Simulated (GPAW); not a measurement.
# CsSnBr3 (Pm-3m) in GPAW: band structure with PBE

Aim: the band structure of CsSnBr3 with PBE.

All numbers are computed with GPAW 26.7.0; they aren't measurements. Logs are shortened: lines on timing, memory, paths and dates and some standing lists are left out, and cuts for length are marked. The log counts tension as positive stress, the text compression.

**The experiment to reproduce.**

“Influence of hidden halogen mobility on local structure of CsSn(Cl1−xBrx)3 mixed-halide perovskites by solid-state NMR”, 2020, pmc:8179406 reports, for a powder of CsSnBr3 at 300 K: band gap 1.79 eV (optical).

The results are compared with them further down.

## Step 1: Starting point

Symmetry: Pm-3m, No. 221, cubic system. The conventional cell has a = 5.839 Å, b = 5.839 Å, c = 5.839 Å, α = 90.00°, β = 90.00°, γ = 90.00°. Around Cs (site symmetry m-3m) lie 12 Br at 4.13 Å. Sn (site symmetry m-3m) has 6 Br at 2.92 Å as nearest neighbours. Around Br (site symmetry 4/mmm) lie 2 Sn at 2.92 Å.

The cell is a database's computed one.

## Step 2: Band structure, PBE

run.py reads:

```python
from ase import Atoms
from ase.dft.bandgap import bandgap
from ase.io import write
from ase.units import GPa
from ase.parallel import parprint
from gpaw import GPAW, PW

atoms = Atoms(['Cs', 'Sn', 'Br', 'Br', 'Br'],
              cell=[[5.83900561, 0.0, 0.0],
                    [0.0, 5.83900561, 0.0],
                    [0.0, 0.0, 5.83900561]],
              scaled_positions=[[0.0, 0.0, 0.0],
                                [0.5, 0.5, 0.5],
                                [0.0, 0.5, 0.5],
                                [0.5, 0.5, 0.0],
                                [0.5, 0.0, 0.5]],
              pbc=True)

calc = GPAW(mode=PW(600),
            xc='PBE',
            kpts={'size': (5, 5, 5), 'gamma': True},
            occupations={'name': 'fermi-dirac', 'width': 0.05},
            nbands=37,
            convergence={'density': 1e-05, 'energy': 1e-05},
            maxiter=150,
            txt='gpaw.txt')
atoms.calc = calc
energy = atoms.get_potential_energy()
forces = atoms.get_forces()
stress = atoms.get_stress()
calc.write('gs.gpw')
write('result.traj', atoms)
parprint(f'Energy: {energy:.6f} eV')
parprint('Forces (eV/A):')
parprint(forces.round(4))
parprint('Stress (GPa):', (stress / GPa).round(3))
parprint('Fermi level:', round(calc.get_fermi_level(), 4), 'eV')
parprint(f'Gap: {bandgap(calc)[0]:.4f} eV, direct: {bandgap(calc, direct=True)[0]:.4f} eV')

path = atoms.cell.bandpath('GXMGRX,MR', npoints=100, eps=1e-4)
bs_calc = calc.fixed_density(kpts=path, symmetry='off', nbands=67,
                             convergence={'bands': 'CBM+6.0', 'eigenstates': 1e-6}, txt='bands.txt')
bs = bs_calc.band_structure()
bs.write('bs.json')
parprint(f'Gap on the path: {bandgap(bs_calc)[0]:.4f} eV')
```

Potentials or basis: GPAW PAW data sets (gpaw-data 1.2.1), pw.

Started as:

```console
$ OMP_NUM_THREADS=1 mpirun -n 4 gpaw python run.py
```

gpaw.txt:

```text
__  _  _
 | _ |_)|_||  |
 |__||  | ||/\| - 26.7.0

Input parameters:
  mode=PW(ecut=600.0),
  convergence={'density': 1e-05, 'energy': 1e-05},
  kpts=MonkhorstPack(size=(5, 5, 5), gamma=True),
  maxiter=150,
  nbands=37,
  occupations=Occupations(name='fermi-dirac', width=0.05),
  xc=XC(name='PBE')

Diagonalizing LCAO Hamiltonian
Converting LCAO to pw mode
     .-------------.
    /|             |
   / |             |
  /  |             |
 *   |             |
 | Br|    Sn       |
 |   |             |
 |   .--Br---------.
 |  /             /
 | /      Br     /
 |/             /
 Cs------------*

Atoms  # Å, Bohr magnetons
|   | symbol |        x |        y |        z |    initial magnetic moments |
|---|--------|----------|----------|----------|-----------------------------|
| 0 |     Cs | 0.000000 | 0.000000 | 0.000000 | ( 0.0000,  0.0000,  0.0000) |
| 1 |     Sn | 2.919503 | 2.919503 | 2.919503 | ( 0.0000,  0.0000,  0.0000) |
| 2 |     Br | 0.000000 | 2.919503 | 2.919503 | ( 0.0000,  0.0000,  0.0000) |
| 3 |     Br | 2.919503 | 2.919503 | 0.000000 | ( 0.0000,  0.0000,  0.0000) |
| 4 |     Br | 2.919503 | 0.000000 | 2.919503 | ( 0.0000,  0.0000,  0.0000) |

Unit cell  # Å
| periodic |        x |        y |        z |  lengths |    angles |
|----------|----------|----------|----------|----------|-----------|
|      yes | 5.839006 | 0.000000 | 0.000000 | 5.839006 | 90.000000 |
|      yes | 0.000000 | 5.839006 | 0.000000 | 5.839006 | 90.000000 |
|      yes | 0.000000 | 0.000000 | 5.839006 | 5.839006 | 90.000000 |

Number of symmetries: 48
Symmetry operations  # r_c * U_cc + t_c -> r_c
|    | kind |            matrix            |
|----|------|------------------------------|
|  0 |  E   |  1, 0, 0,  0, 1, 0,  0, 0, 1 |
|  1 |  σ   |  1, 0, 0,  0, 1, 0,  0, 0,-1 |
|  2 |  σ   |  1, 0, 0,  0, 0, 1,  0, 1, 0 |
|  3 |  C4  |  1, 0, 0,  0, 0, 1,  0,-1, 0 |
|  4 |  C4  |  1, 0, 0,  0, 0,-1,  0, 1, 0 |
|  5 |  σ   |  1, 0, 0,  0, 0,-1,  0,-1, 0 |
|  6 |  σ   |  1, 0, 0,  0,-1, 0,  0, 0, 1 |
|  7 |  C2  |  1, 0, 0,  0,-1, 0,  0, 0,-1 |
|  8 |  σ   |  0, 1, 0,  1, 0, 0,  0, 0, 1 |
|  9 |  C2  |  0, 1, 0,  1, 0, 0,  0, 0,-1 |
| 10 |  C3  |  0, 1, 0,  0, 0, 1,  1, 0, 0 |
| 11 |  S6  |  0, 1, 0,  0, 0, 1, -1, 0, 0 |
| 12 |  S6  |  0, 1, 0,  0, 0,-1,  1, 0, 0 |
| 13 |  C3  |  0, 1, 0,  0, 0,-1, -1, 0, 0 |
| 14 |  C4  |  0, 1, 0, -1, 0, 0,  0, 0, 1 |
| 15 |  S4  |  0, 1, 0, -1, 0, 0,  0, 0,-1 |
| 16 |  C3  |  0, 0, 1,  1, 0, 0,  0, 1, 0 |
| 17 |  S6  |  0, 0, 1,  1, 0, 0,  0,-1, 0 |
| 18 |  σ   |  0, 0, 1,  0, 1, 0,  1, 0, 0 |
| 19 |  C4  |  0, 0, 1,  0, 1, 0, -1, 0, 0 |
| 20 |  C2  |  0, 0, 1,  0,-1, 0,  1, 0, 0 |
| 21 |  S4  |  0, 0, 1,  0,-1, 0, -1, 0, 0 |
| 22 |  S6  |  0, 0, 1, -1, 0, 0,  0, 1, 0 |
| 23 |  C3  |  0, 0, 1, -1, 0, 0,  0,-1, 0 |
| 24 |  S6  |  0, 0,-1,  1, 0, 0,  0, 1, 0 |
| 25 |  C3  |  0, 0,-1,  1, 0, 0,  0,-1, 0 |
| 26 |  C4  |  0, 0,-1,  0, 1, 0,  1, 0, 0 |
| 27 |  σ   |  0, 0,-1,  0, 1, 0, -1, 0, 0 |
| 28 |  S4  |  0, 0,-1,  0,-1, 0,  1, 0, 0 |
| 29 |  C2  |  0, 0,-1,  0,-1, 0, -1, 0, 0 |
| 30 |  C3  |  0, 0,-1, -1, 0, 0,  0, 1, 0 |
| 31 |  S6  |  0, 0,-1, -1, 0, 0,  0,-1, 0 |
| 32 |  C4  |  0,-1, 0,  1, 0, 0,  0, 0, 1 |
| 33 |  S4  |  0,-1, 0,  1, 0, 0,  0, 0,-1 |
| 34 |  S6  |  0,-1, 0,  0, 0, 1,  1, 0, 0 |
| 35 |  C3  |  0,-1, 0,  0, 0, 1, -1, 0, 0 |
| 36 |  C3  |  0,-1, 0,  0, 0,-1,  1, 0, 0 |
| 37 |  S6  |  0,-1, 0,  0, 0,-1, -1, 0, 0 |
| 38 |  σ   |  0,-1, 0, -1, 0, 0,  0, 0, 1 |
| 39 |  C2  |  0,-1, 0, -1, 0, 0,  0, 0,-1 |
| 40 |  σ   | -1, 0, 0,  0, 1, 0,  0, 0, 1 |
[... 106 lines left out ...]
    core:    28
    charge:  0.0  # [|e|]
    compensation charges:
      type: gauss
      rc: 0.35  # [Å]
      lmax: 2
    cutoffs:
      filter: 1.98  # [Å]
      core: 2.38  # [Å]
    projectors
    | kind |    occ | energy [eV] | rcut [Å] |
    |------|--------|-------------|----------|
    |   4s |  2.000 |     -20.121 |    1.111 |
    |   4p |  5.000 |      -7.861 |    1.111 |
    |    s |        |       7.091 |    1.111 |
    |    p |        |      19.351 |    1.111 |
    |    d |        |       0.000 |    1.111 |

    Using partial waves for Br as LCAO basis

Reference energy: -592517.512981  # eV

eigensolver:
  PPCG
  Converge bands: occupied
  niter=2

density mixing:
  MSR1-Mixer
  Pratt-step length: 0.05
  Maximum mixing coefficient: 0.75
  Old densities: 10
  SVD Regularization: 0.005
  Good broyden scale: 1.0
  Trust region scale: 1.0
  Backstep threshold: 4.0
  History deletion threshold: 6.0
  Fourier metric: weight=20.0, sigma=0.015

occupation numbers:
  Fermi-Dirac:
    width: 0.0500  # eV

poisson solver:
  ecut: 4800.0  # eV

xc functional:
  name: PBE with 2 nearest neighbor stencil

convergence criteria:
- Maximum integral of absolute [dens]ity change: 1e-05 electrons / valence electron
- Maximum [total energy] change in last 3 cyles: 1e-05 eV / valence electron
- Maximum integral of absolute [eigenst]ate change: 4e-08 eV^2 / valence electron
maximum number of iterations: 150

SCF iterations
|iter     | |      energy | eigst |  dens |
|---------|-|-------------|-------|-------|
|iter:   1| |  -16.382133 | -0.20 |       |
|iter:   2| |  -16.323404 | -2.18 | -1.32 |
|iter:   3| |  -15.973226 | -2.18 | -1.36 |
|iter:   4| |  -15.966485 | -3.52 | -1.85 |
|iter:   5| |  -15.967901 | -4.44 | -2.36 |
|iter:   6| |  -15.967985 | -5.61 | -3.20 |
|iter:   7| |  -15.967997c| -6.81 | -3.67 |
|iter:   8| |  -15.967998c| -7.54c| -4.21 |
|iter:   9| |  -15.967998c| -8.36c| -5.31c|

Converged in 9 steps
Energy contributions relative to reference atoms: (reference = -592517.512981)

Energy contributions:
  Kinetic:          24.141481
  Coulomb:         -24.678393
  Zero:             -0.078037
  External:          0.000000
  Xc:              -15.353050
  Entropy:          -0.000000
  Spinorbit:         0.000000
  ----------------------------
  Free energy:     -15.967998
  Extrapolated:    -15.967998

dipole moment: (-56.057240, -56.057240, -56.057240)  # |e|*Ang

Fermi level: 3.364
Eigenvalues  # (at kpt = [0.000, 0.000, 0.000])
| band index |      eig [eV] | occ [0-2] |
|------------|---------------|-----------|
|          0 |       -18.894 |     2.000 |
|        ... |               |           |
|         14 |        -1.887 |     2.000 |
|         15 |        -1.887 |     2.000 |
|         16 |         0.342 |     2.000 |
|         17 |         0.342 |     2.000 |
|         18 |         0.342 |     2.000 |
|         19 |         0.470 |     2.000 |
[... 8 lines left out ...]
|         28 |         8.267 |     0.000 |
|         29 |         8.267 |     0.000 |
|        ... |               |           |
|         36 |        12.471 |     0.000 |

Gap: 1.866 eV
Transition (v -> c):
  (s=0, k=9, n=21, [0.40, 0.40, 0.40]) -> (s=0, k=9, n=22, [0.40, 0.40, 0.40])
No difference between direct/indirect transitions

Forces  # eV/Ang
|        x |        y |        z |
|----------|----------|----------|
| -0.00000 | -0.00000 | -0.00000 |  # Cs   0
|  0.00000 |  0.00000 |  0.00000 |  # Sn   1
|  0.00000 |  0.00000 | -0.00000 |  # Br   2
| -0.00000 | -0.00000 |  0.00000 |  # Br   3
| -0.00000 |  0.00000 |  0.00000 |  # Br   4

Stress tensor  # eV/Ang^3
|         x |         y |         z |
|-----------|-----------|-----------|
| -0.002934 |  0.000000 |  0.000000 |
|  0.000000 | -0.002934 |  0.000000 |
|  0.000000 |  0.000000 | -0.002934 |

# Writing to gs.gpw (mode='')
```

bands.txt:

```text
Diagonalizing LCAO Hamiltonian
Converting LCAO to pw mode
convergence criteria:
- Maximum integral of absolute [eigenst]ate change: 1e-06 eV^2 / valence electron
maximum number of iterations: 150

SCF iterations
|iter     | |      energy | eigst |  dens |
|---------|-|-------------|-------|-------|
|iter:   1| |             | +0.71 |       |
[... 107 lines left out ...]
         [0.5       , 0.5       , 0.23076923],
         [0.5       , 0.5       , 0.26923077],
         [0.5       , 0.5       , 0.30769231],
         [0.5       , 0.5       , 0.34615385],
         [0.5       , 0.5       , 0.38461538],
         [0.5       , 0.5       , 0.42307692],
         [0.5       , 0.5       , 0.46153846],
         [0.5       , 0.5       , 0.5       ]])),
  maxiter=150,
  nbands=67,
  occupations=Occupations(name='fermi-dirac', width=0.05),
  symmetry=Symmetry(point_group=False, time_reversal=False),
  xc=XC(name='PBE')
```

It took 4.8 min on 4 MPI ranks of Intel Xeon at 2.50GHz (Skylake/Cascade Lake), shared host; peak memory 0.51 GiB.

What came out:

```
Free energy             : -15.9680 eV
Pressure                : 0.5 GPa
Band gap along the path : 0.49 eV, direct
```

Levels at the corners of the path, in eV from the valence-band top:
```csv
point,band 20,band 21,band 22,band 23,band 24,band 25
Γ,-2.89,-2.89,-2.89,2.24,3.28,3.28
X,-3.01,-3.01,-2.00,1.48,3.67,4.31
M,-3.28,-2.54,-0.98,1.02,1.02,3.91
Γ,-2.89,-2.89,-2.89,2.24,3.28,3.28
R,-2.52,-2.52,0.00,0.49,0.49,0.49
X,-3.01,-3.01,-2.00,1.48,3.67,4.31
M,-3.28,-2.54,-0.98,1.02,1.02,3.91
R,-2.52,-2.52,0.00,0.49,0.49,0.49
```

Caveat: spin-orbit coupling is left out, which moves the levels of the heavy elements.

## Step 3: Comparison with measurements

Step 2. A measured gap of CsSnBr3 is 1.79 eV (optical; 300 K; powder; “Influence of hidden halogen mobility on local structure of CsSn(Cl1−xBrx)3 mixed-halide perovskites by solid-state NMR”, 2020, pmc:8179406); the calculated 0.49 eV misses it by -1.30 eV. So large a miss can be the level of theory's own, or it may mean another phase, state or a wrong row. Spin-orbit coupling on Br, Cs, Sn is left out. The value is that of PBE, without temperature or zero-point motion. Semilocal functionals fall short of measured gaps as a rule. The cell is a database's relaxed one, not the measured one, which moves gaps too.
